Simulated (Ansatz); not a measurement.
# HgTe (Coloradoite): equation of state with revPBE

Crystal: HgTe (Coloradoite).

```
Hg Te
1.0
     0.00000    3.21450    3.21450
     3.21450    0.00000    3.21450
     3.21450    3.21450    0.00000
Hg Te
1 1
Direct
  0.00000 0.00000 0.00000
  0.75000 0.75000 0.75000
```

```yaml
Program: Ansatz 0.2.0
Task: equation of state
Functional: revPBE
Potentials_or_basis: Ansatz PAW
Cutoff: 420 eV
Density_cutoff: 1680 eV
k_mesh: 7 × 7 × 7
Occupations: fermi-dirac, width 0.05 eV
Spin: no spin polarisation
```

```yaml
Equilibrium_volume: "38.08 Å³/atom (rough: see the caveat)"
Bulk_modulus: 30 GPa (rough)
```

Energy against volume, from the lowest point:
```csv
volume (Å³/atom),energy (meV/atom)
31.223,149.58
31.887,111.62
32.551,79.64
33.215,53.03
33.880,31.21
34.544,13.67
35.208,0.00
```

All runs of the series together: 14 s on 2 threads of Arm Neoverse V1 (shared host).

Caveat: the potentials were made for another functional, which shifts forces and pressure; the minimum lies outside the volumes run. Spin-orbit coupling is left out, which matters for the levels of Hg, Te.
